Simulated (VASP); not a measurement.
**2H-MoTe2 under arsenene, AA: relaxation and electronic structure**

Wanted: how 2H-MoTe2 under arsenene, AA relaxes, and what it costs to take an electron out.

Calculated with VASP 6.6.1; PBE with D3(BJ), no spin polarisation; plane waves and PAW (Te, Mo, As).

Most raw output is cut from this account.

## Step 1: Set-up

The cell holds 5 atoms: 2 Te, 1 Mo and 2 As. Cell: a = 3.580 Å, b = 3.580 Å, c = 26.324 Å, α = 90.0°, β = 90.0°, γ = 120.0°. Vacuum lies along c.

## Step 2: Surface relaxation

The sheet's cell relaxes in its plane with the atoms, while the vacuum is kept.

Input file INCAR:

```
SYSTEM = Te2MoAs2
PREC = Normal
ENCUT = 400
EDIFF = 1E-05
NELM = 120
ISMEAR = -1
SIGMA = 0.05
LREAL = .FALSE.
ALGO = Fast
GGA = PE
IVDW = 12
NBANDS = 20
LORBIT = 11
LWAVE = .FALSE.
LCHARG = .FALSE.
KPAR = 2
IBRION = 2
NSW = 40
ISIF = 3
EDIFFG = -0.02
POTIM = 0.4
IDIPOL = 3
LDIPOL = .TRUE.
DIPOL = 0.5 0.5 0.501
LATTICE_CONSTRAINTS = .TRUE. .TRUE. .FALSE.
```

Input file POSCAR:

```
Te2MoAs2
1.0
    3.5800000000      0.0000000000      0.0000000000
   -1.7900000000      3.1003709455      0.0000000000
    0.0000000000      0.0000000000     26.3241026306
Te Mo As
2 1 2
Direct
    0.3333333333      0.6666666667      0.3418919963
    0.3333333333      0.6666666667      0.4852626055
    0.0000000000      0.0000000000      0.4135773009
    0.6666666667      0.3333333333      0.6049248042
    0.3333333333      0.6666666667      0.6581080037
```

Input file KPOINTS:

```
Automatic mesh
0
Gamma
12 12 1
0 0 0
```

The projector-augmented-wave data sets are Te, Mo and As (PBE family, release 64).

On the command line:

```bash
$ mpirun -np 2 vasp_std
```

It took 6 min on 2 MPI ranks of AMD EPYC 7R43, shared host; peak memory 0.49 GiB.

This run has no spin polarisation, so a moment on Mo, if there is one, isn't seen. The gap is read on the k-mesh alone, so it is an upper bound where the band edges lie off the mesh. LASPH is off, so gradient terms of the non-spherical density inside the spheres are left out; for open d or f shells this can shift gaps and moments. The data set Mo keeps the semicore shell frozen, which is cheaper and a little less accurate. The run keeps the 6 symmetry operations of its start, so it cannot find a distortion of lower symmetry.

The steps of the relaxation (22 of 29):

| step | energy less that of the first step (eV) | largest force (eV/Å) | pressure (GPa) | volume (Å³) |
| --- | --- | --- | --- | --- |
| 1 | 0.0000 | 1.2378 | -2.03 | 292.18 |
| 2 | -0.1301 | 0.3586 | 0.23 | 278.34 |
| 4 | -0.1472 | 0.2008 | -0.07 | 280.94 |
| 5 | -0.1487 | 0.2475 | -0.12 | 281.70 |
| 6 | -0.1527 | 0.1163 | -0.07 | 283.08 |
| 8 | -0.1533 | 0.0340 | -0.07 | 283.96 |
| 9 | -0.1532 | 0.0748 | -0.08 | 283.52 |
| 10 | -0.1533 | 0.0386 | -0.06 | 283.90 |
| 12 | -0.1537 | 0.0677 | -0.12 | 284.26 |
| 13 | -0.1538 | 0.0634 | -0.13 | 284.22 |
| 14 | -0.1541 | 0.0568 | -0.12 | 284.09 |
| 16 | -0.1551 | 0.0668 | -0.01 | 283.37 |
| 17 | -0.1553 | 0.0910 | 0.14 | 282.40 |
| 18 | -0.1554 | 0.0820 | 0.09 | 282.80 |
| 20 | -0.1557 | 0.0691 | 0.08 | 282.80 |
| 21 | -0.1561 | 0.0618 | 0.08 | 282.81 |
| 22 | -0.1567 | 0.0593 | 0.08 | 282.83 |
| 24 | -0.1575 | 0.0505 | 0.08 | 282.87 |
| 25 | -0.1582 | 0.0461 | 0.03 | 283.45 |
| 26 | -0.1585 | 0.0751 | -0.07 | 284.56 |
| 28 | -0.1588 | 0.0277 | -0.02 | 284.83 |
| 29 | -0.1588 | 0.0119 | -0.03 | 284.82 |

| cell as run | before | after | change |
| --- | --- | --- | --- |
| a (Å) | 3.580 | 3.535 | -1.3 % |
| b (Å) | 3.580 | 3.535 | -1.3 % |

The atoms that moved most (Å, along periodic axes as changes of fractional coordinates times the final cell, across vacuum about the mean position):

| atom | dx | dy | dz | length |
| --- | --- | --- | --- | --- |
| Te1 | 0.000 | 0.000 | 0.151 | 0.151 |
| As4 | 0.000 | 0.000 | -0.105 | 0.105 |
| As5 | 0.000 | 0.000 | -0.090 | 0.090 |
| Mo3 | 0.000 | 0.000 | 0.066 | 0.066 |
| Te2 | 0.000 | 0.000 | -0.021 | 0.021 |

The relaxed structure:

```xyz
5
Lattice="3.5346 0.0000 0.0000 -1.7673 3.0611 0.0000 0.0000 0.0000 26.3241" Properties=species:S:1:pos:R:3
Te    0.0000    2.0407    9.1510
Te    0.0000    2.0407   12.7528
Mo    0.0000    0.0000   10.9529
As    1.7673    1.0204   15.8186
As    0.0000    2.0407   17.2340
```

Numbers from this step:

```
electronic cycles                               : 147
electrons                                       : 28
free energy (TOTEN)                             : -29.27 eV
Fermi energy                                    : 0.2632 eV
labelled metallic, from the levels on this mesh : no
dipole moment                                   : 0, 0, 0.001336 e·Å
gap on the k-mesh                               : 0.8682 eV
least direct gap on the k-mesh                  : 1.046 eV
```

The run ended after 29 ionic steps, 0.159 eV below its first step, once forces and stress met EDIFFG = -0.02.

Only the dipole across the slab is computed (IDIPOL = 3); zeros along the plane are no results.

## Step 3: Vacuum level and density of states

A static run writes the electrostatic potential without exchange and correlation (LVHAR), which is flat in the vacuum and gives the level to count from. The dipole correction cancels the field that unlike faces would set up across the vacuum.

Input file INCAR:

```
SYSTEM = Te2MoAs2
PREC = Normal
ENCUT = 300
EDIFF = 1E-06
NELM = 120
ISMEAR = -1
SIGMA = 0.05
LREAL = .FALSE.
ALGO = Fast
GGA = PE
IVDW = 12
NBANDS = 29
LORBIT = 11
LWAVE = .FALSE.
LCHARG = .TRUE.
IDIPOL = 3
LDIPOL = .TRUE.
DIPOL = 0.5 0.5 0.501
LVHAR = .TRUE.
LVACPOTAV = .TRUE.
LELF = .TRUE.
NEDOS = 1500
```

Input file POSCAR:

```
Te2MoAs2
1.0
    3.5345989697      0.0000000000      0.0000000000
   -1.7672994848      3.0610524999      0.0000000000
    0.0000000000      0.0000000000     26.3241026306
Te Mo As
2 1 2
Direct
    0.3333333333      0.6666666667      0.3476275504
    0.3333333333      0.6666666667      0.4844550462
    0.0000000000      0.0000000000      0.4160794416
    0.6666666667      0.3333333333      0.6009175159
    0.3333333333      0.6666666667      0.6546851564
```

KPOINTS is that of step 2.

On the command line:

```bash
$ mpirun -np 2 vasp_std
```

Elapsed: 53 s, on 2 MPI ranks; peak memory 0.31 GiB.

Numbers from this step:

| Item | Value |
| --- | --- |
| electronic cycles | 23 |
| free energy (TOTEN) | -29.26 eV |
| Fermi energy | 0.2616 eV |
| dipole moment | 0, 0, 0.001383 e·Å |
| vacuum levels | 4.561, 4.538 eV |
| ionisation potentials of the upper and lower face | 4.733, 4.710 eV |
| electron affinities of the upper and lower face | 3.865, 3.842 eV |

The density of states has structure finer than the step of the table below, so its rows give means over 1 eV, whole bins alone (the curve runs from -12.0 to 8.87 eV). Peaks (eV: height): total -1.5: 6.98, 1.5: 6.67, 7.0: 8.34, 7.8: 7.53; Te s -11.7: 1.16, -10.9: 2.29; Te p -4.7: 1.43, -3.5: 1.19, -2.8: 1.06, -1.5: 1.44; Te d 7.0: 0.568, 7.4: 0.354, 7.8: 0.674, 8.4: 0.508; Mo d -1.5: 1.99, -0.8: 1.78, 1.2: 2.96, 1.5: 3.59.

The density of states by energy, zero at the valence-band top; means over each step; values in states/eV/cell:

| energy (eV) | total | Te s | Te p | Te d | Mo d | As s | As p |
| --- | --- | --- | --- | --- | --- | --- | --- |
| -11 | 2.71 | 1.59 | 0.0215 | 0.00136 | 0.0928 | 0.165 | 0.0158 |
| -10 | 0.922 | 0.294 | 0.00188 | 1.4e-4 | 0.0318 | 0.285 | 0.0364 |
| -9 | 0.687 | 0.00122 | 4.1e-4 | 0 | 2.0e-4 | 0.419 | 0.0410 |
| -8 | 0.802 | 0.00389 | 0.00417 | 4.3e-5 | 7.3e-4 | 0.479 | 0.0326 |
| -7 | 0 | 0 | 0 | 0 | 0 | 0 | 0 |
| -6 | 0.123 | 8.5e-4 | 0.0373 | 2.9e-4 | 0.00889 | 0 | 0.00118 |
| -5 | 3.00 | 0.0284 | 0.693 | 0.0112 | 0.327 | 0.0328 | 0.274 |
| -4 | 2.86 | 0.0441 | 0.521 | 0.0116 | 0.318 | 0.0569 | 0.447 |
| -3 | 4.13 | 0.0688 | 0.879 | 0.0275 | 0.800 | 0.0419 | 0.499 |
| -2 | 4.74 | 0.0377 | 0.852 | 0.0306 | 1.06 | 0.0767 | 0.786 |
| -1 | 4.09 | 0.0255 | 0.742 | 0.0355 | 1.34 | 0.0410 | 0.456 |
| 0 | 1.05 | 0.00926 | 0.184 | 0.00452 | 0.410 | 0.0120 | 0.0999 |
| 1 | 2.43 | 0.0143 | 0.167 | 0.0228 | 1.25 | 0.0359 | 0.184 |
| 2 | 4.69 | 0.0640 | 0.523 | 0.0750 | 1.73 | 0.0736 | 0.511 |
| 3 | 3.87 | 0.0470 | 0.653 | 0.0554 | 0.867 | 0.0505 | 0.636 |
| 4 | 3.45 | 0.0211 | 0.210 | 0.0621 | 0.333 | 0.0840 | 0.946 |
| 5 | 2.02 | 0.00790 | 0.0570 | 0.0829 | 0.0788 | 0.00852 | 0.105 |
| 6 | 3.40 | 0.0359 | 0.0879 | 0.164 | 0.0886 | 0.00642 | 0.0947 |
| 7 | 5.14 | 0.0787 | 0.153 | 0.349 | 0.156 | 0.0169 | 0.146 |
| 8 | 5.74 | 0.0630 | 0.212 | 0.443 | 0.172 | 0.0198 | 0.138 |

The planar average of the electrostatic potential oscillates, so the rows of the table below give means over windows of 1 Å about each position, cut where the curve ends. Its maxima inside the range that stand out by 2 % of the span (Å: eV): 10.2: -4.19, 11.8: -4.28, 14.3: 2.82, 16.6: -8.02. Its minima: 9.2: -18.9, 10.9: -6.50, 12.7: -18.8, 16.1: -9.47, 16.9: -9.44.

Zero at the Fermi level. Table of planar average of the electrostatic potential by height; means over each step:

| height (Å) | planar average of the electrostatic potential (eV) |
| --- | --- |
| 0 | 4.28 |
| 1 | 4.28 |
| 2 | 4.28 |
| 3 | 4.28 |
| 4 | 4.28 |
| 5 | 4.28 |
| 6 | 4.26 |
| 7 | 4.05 |
| 8 | 0.456 |
| 9 | -15.6 |
| 10 | -7.48 |
| 11 | -5.94 |
| 12 | -8.62 |
| 13 | -14.7 |
| 14 | 1.07 |
| 15 | -1.45 |
| 16 | -8.84 |
| 17 | -8.83 |
| 18 | -1.87 |
| 19 | 3.83 |
| 20 | 4.27 |
| 21 | 4.30 |
| 22 | 4.30 |
| 23 | 4.30 |
| 24 | 4.30 |
| 25 | 4.30 |
| 26 | 4.30 |

Density of states in the PAW spheres, an atom over height of the layer and energy from the Fermi level.

Ten even steps from '0' (0.00 states/eV) to '9' (1.80 states/eV), each cell a mean:
```
02000
00000
00000
16100
28100
26111
39322
25222
25122
25211
24211
34211
12111
11111
34321
12200
00000
00000
00000
00000
00000
00000
```
Columns: height of the layer (Å) from 9.2 to 17.2 (not evenly spaced); rows upwards: energy from the Fermi level (eV) from -7.9 to 0.5.

ELF in the ca plane at fractional y = 0.667, with atoms of Te and As within 0.2 Å of it. It is the smooth field of the valence electrons, not physical close to the nuclei.

Ten even steps from '0' (0.00) to '9' (0.94), each cell a mean:
```
00000000010000001233443211123443200367765432
00000000000000000112332111113332100377765421
00000000000000023566665321245666521256666655
00000000000001368898887522368889862124567788
00000000000113689998777632478779985001357779
00000000000324799997567632467568996100256668
00000000000124689998677632477679995101256678
00000000011002578999888632478889973012457889
00000000000000136788876422357788741135666777
```
Columns run along c (16.0 Å, from fractional 0.08 to 0.69 of the cell), rows up along a (3.5 Å). Atoms in or near the plane, at fractional coordinates: Te at (0.35, 0.33), Te at (0.48, 0.33), As at (0.65, 0.33).

Electrostatic potential energy in the ca plane at fractional y = 0.667, with atoms of Te and As within 0.2 Å of it. With pseudopotentials it is smooth inside the atoms' cores, unlike the true potential.

Values in eV, 5 rows by 16 columns, each cell a mean:
```
  5   5   5   5   4   4   2   1  -4  -6   0   2   3  -3  -3   1
  5   5   5   5   4   4  -1  -7  -3  -4  -6  -3   3  -1  -3  -3
  5   5   5   5   5   3 -31 -65  -7  -2 -57 -42   2   2 -14 -36
  5   5   5   5   5   3 -41 -76 -10  -3 -70 -54   1   3 -20 -33
  5   5   5   5   5   4  -9 -26  -3  -2 -22 -15   3   1  -5 -16
```
Columns run along c (16.0 Å, from fractional 0.08 to 0.69 of the cell; values clipped at the 3rd and 97th percentile), rows up along a (3.5 Å). Atoms in or near the plane, at fractional coordinates: Te at (0.35, 0.33), Te at (0.48, 0.33), As at (0.65, 0.33).

Valence density in the ca plane at fractional y = 0.667, with atoms of Te and As within 0.2 Å of it. It is the smooth field of the valence electrons, not physical close to the nuclei.

Ten even steps from '0' (-0.26 e/Å³) to '9' (0.58 e/Å³), each cell a mean:
```
33333333333333333345555566555554433456666544
33333333333333333344555566555544333456765544
33333333333333333456666666666665433445666654
33333333333333334688887655678888643344568887
33333333333333335896688655688669854334579889
33333333333333346970068655685017964334578417
33333333333333346983278655687238954334579649
33333333333333335798898655689889754344578999
33333333333333334567776655667776543445667776
```
Columns run along c (16.0 Å, from fractional 0.08 to 0.69 of the cell), rows up along a (3.5 Å). Atoms in or near the plane, at fractional coordinates: Te at (0.35, 0.33), Te at (0.48, 0.33), As at (0.65, 0.33).

The density of states holds every band computed, so its fall toward the upper end of the range is no gap.

The map of layer states is cut here 0.5 eV above the Fermi level, so it leaves out the states above that.

The vacuum level lies 4.73 eV above the highest filled level at the upper face; both faces agree, as the slab has next to no dipole.

The program found no field-free point at its default tolerance, but its printed level agrees with the flat part of the planar average.

## Step 4: The slab in a field, field -0.1

A field across the slab, with the atoms held, gives the electronic response: the dipole changes linearly with the field, and the energy has a linear term from the slab's own dipole and a quadratic one from its polarisability.

Input file INCAR:

```
SYSTEM = Te2MoAs2
PREC = Normal
ENCUT = 300
EDIFF = 1E-06
NELM = 120
ISMEAR = -1
SIGMA = 0.05
LREAL = .FALSE.
ALGO = Fast
GGA = PE
IVDW = 12
NBANDS = 20
LORBIT = 11
LWAVE = .FALSE.
LCHARG = .FALSE.
KPAR = 2
IDIPOL = 3
LDIPOL = .TRUE.
DIPOL = 0.5 0.5 0.501
EFIELD = -0.1
LVHAR = .TRUE.
```

POSCAR is that of step 3.

KPOINTS is that of step 3.

On the command line:

```bash
$ mpirun -np 2 vasp_std
```

It took 41 s on 2 MPI ranks; peak memory 0.35 GiB; 80 s of CPU time.

This step gave:

```
Fermi energy                   : 0.2661 eV
dipole moment                  : 0, 0, -0.06030 e·Å
gap on the k-mesh              : 0.8449 eV
least direct gap on the k-mesh : 1.051 eV
```

The planar average of the electrostatic potential oscillates, so the rows of the table below give means over windows of 1 Å about each position, cut where the curve ends. Its maxima inside the range that stand out by 2 % of the span (Å: eV): 6.3: 4.08, 10.2: -4.22, 11.8: -4.30, 14.3: 2.82, 16.6: -8.00. Its minima: 0.5: 3.52, 9.2: -18.9, 10.9: -6.52, 12.7: -18.8, 16.1: -9.45, 16.9: -9.42.

Zero at the Fermi level. Planar average of the electrostatic potential against height; means over each step:

| height (Å) | planar average of the electrostatic potential (eV) |
| --- | --- |
| 0 | 3.78 |
| 1 | 3.57 |
| 2 | 3.67 |
| 3 | 3.77 |
| 4 | 3.87 |
| 5 | 3.97 |
| 6 | 4.06 |
| 7 | 3.93 |
| 8 | 0.405 |
| 9 | -15.7 |
| 10 | -7.51 |
| 11 | -5.96 |
| 12 | -8.64 |
| 13 | -14.7 |
| 14 | 1.06 |
| 15 | -1.44 |
| 16 | -8.82 |
| 17 | -8.81 |
| 18 | -1.84 |
| 19 | 3.91 |
| 20 | 4.44 |
| 21 | 4.56 |
| 22 | 4.67 |
| 23 | 4.77 |
| 24 | 4.87 |
| 25 | 4.97 |
| 26 | 4.96 |

VASP counts the dipole in electrons times Å, so a positive number points the physical dipole along −c. A positive EFIELD is likewise a physical field along −c.

Energy at zero smearing: -29.26128 eV.

## Step 5: The slab in a field, field 0.1

Edit INCAR of step 4 so:

```diff
@@ -19,3 +19,3 @@
 DIPOL = 0.5 0.5 0.501
-EFIELD = -0.1
+EFIELD = 0.1
 LVHAR = .TRUE.
```

POSCAR is that of step 4.

KPOINTS is that of step 4.

On the command line:

```bash
$ mpirun -np 2 vasp_std
```

The job ended after 38 s (2 MPI ranks; peak memory 0.35 GiB; 73 s of CPU time).

Numbers from this step:

```yaml
electronic_cycles: 24
fermi_energy: 0.2536 eV
dipole_moment: 0, 0, 0.06303 e·Å
gap_on_the_k_mesh: 0.8769 eV
least_direct_gap_on_the_k_mesh: 1.038 eV
```

The planar average of the electrostatic potential oscillates, so the rows of the table below give means over windows of 1 Å about each position, cut where the curve ends. Its maxima inside the range that stand out by 2 % of the span (Å: eV): 0.5: 5.04, 10.2: -4.16, 11.8: -4.25, 14.3: 2.82, 16.6: -8.04, 19.9: 4.11. Its minima: 9.2: -18.8, 10.9: -6.47, 12.7: -18.8, 16.1: -9.49, 16.9: -9.45.

Zero at the Fermi level. Table of planar average of the electrostatic potential by height; means over each step:

| height (Å) | planar average of the electrostatic potential (eV) |
| --- | --- |
| 0 | 4.79 |
| 1 | 4.99 |
| 2 | 4.89 |
| 3 | 4.79 |
| 4 | 4.69 |
| 5 | 4.58 |
| 6 | 4.47 |
| 7 | 4.16 |
| 8 | 0.510 |
| 9 | -15.6 |
| 10 | -7.45 |
| 11 | -5.91 |
| 12 | -8.59 |
| 13 | -14.7 |
| 14 | 1.07 |
| 15 | -1.46 |
| 16 | -8.86 |
| 17 | -8.85 |
| 18 | -1.89 |
| 19 | 3.76 |
| 20 | 4.10 |
| 21 | 4.04 |
| 22 | 3.94 |
| 23 | 3.84 |
| 24 | 3.74 |
| 25 | 3.64 |
| 26 | 3.64 |

Energy at zero smearing: -29.26156 eV.

## Step 6: Putting the energies together

This step: slab, PBE + D3(BJ); plane waves and PAW (VASP 6.6.1).

No new run; the numbers come from the runs before.

This step gave:

```yaml
polarisability_per_area_of_the_slab_or_monolayer: 0.8207 Å
ionisation_potential_at_the_upper_face: 4.733 eV
```

VASP counts both for electrons: a positive EFIELD is a field along -c, and a positive dipole, in electrons times A, points along -c. Field, by row:

| EFIELD (eV/Å) | dipole along z (e Å) | energy change (eV) |
| --- | --- | --- |
| -0.1 | -0.0603 | -0.002943 |
| 0 | 0.001383 | 0 |
| 0.1 | 0.06303 | -0.003218 |

The polarisability is the slope of the dipole against the field, as a volume for each unit of area.

## Step 7: Slab, other settings

This step: PBE with D3(BJ), no spin polarisation; plane waves and PAW (Te, Mo, As) (VASP 6.6.1).

The run is repeated with some settings moved, to see what they change.

Edit INCAR of step 5 so:

```diff
@@ -1,5 +1,5 @@
 SYSTEM = Te2MoAs2
-PREC = Normal
+PREC = Single
 ENCUT = 300
-EDIFF = 1E-06
+EDIFF = 1E-05
 NELM = 120
@@ -19,3 +19,4 @@
 DIPOL = 0.5 0.5 0.501
-EFIELD = 0.1
 LVHAR = .TRUE.
+LVACPOTAV = .TRUE.
+KSPACING = 0.3
```

POSCAR is that of step 5.

Input file KPOINTS:

```
Automatic mesh
0
Gamma
8 8 1
0 0 0
```

On the command line:

```bash
$ mpirun -np 2 vasp_std
```

Elapsed: 34 s, on 2 MPI ranks; peak memory 0.27 GiB.

Settings moved on purpose: PREC = Single and a k-mesh of 8×8×1 in place of 12×12×1. The run ended without an error; the comparison shows what it cost.

Against the run that it repeats, EDIFF and NBANDS also differ.

Side by side:

| quantity | this run | the run it repeats | difference |
| --- | --- | --- | --- |
| energy at zero smearing (eV) | -29.253 | -29.258 | 0.00500 |
| free energy (TOTEN) (eV) | -29.253 | -29.258 | 0.00500 |
| Fermi energy (eV) | 0.2652 | 0.2616 | 0.00360 |
| gap on the k-mesh (eV) | 1.0193 | 0.86820 | 0.151 |
| electronic cycles | 20 | 23 | -3 |

The two runs differ clearly in the gap on the k-mesh: 1.02 eV against 0.868 eV.

The total energy moves by 1.0 meV an atom.

## Step 8: Outcome

```json
{
 "ionisation potential of the slab": "4.73 eV",
 "polarisability per area of the slab or monolayer": "0.821 Å"
}
```

In words: The ionisation potential is 4.73 eV at the upper face and 4.71 eV at the lower. The atom that ends on top (As) moved inwards by 0.09 Å, counted from the mean of all atoms. Semilocal band edges put the ionisation potential too low and the gap too small. Spin-orbit coupling is left out, which matters for the heavy elements here. The slab has a gap, so the level below the vacuum is counted from the highest filled level.

[Lines on the potential files, build, host, timing and source positions are cut from VASP's logs without a mark.]

[Logs are printed without paths, hosts, clocks, repeated set-up lines and the standing remarks that a program may print on its own settings, such as how far it seeks lower states.]

[Hosts, paths, dates, database ids (printed as entryN), source tags and the programs' standing remarks are cut or masked in the printed files.]

[In band tables of VASP the shares of atoms and orbitals are scaled to a sum of 1 inside the atoms' spheres.]

[Runs that stopped without an error message from VASP are left out.]
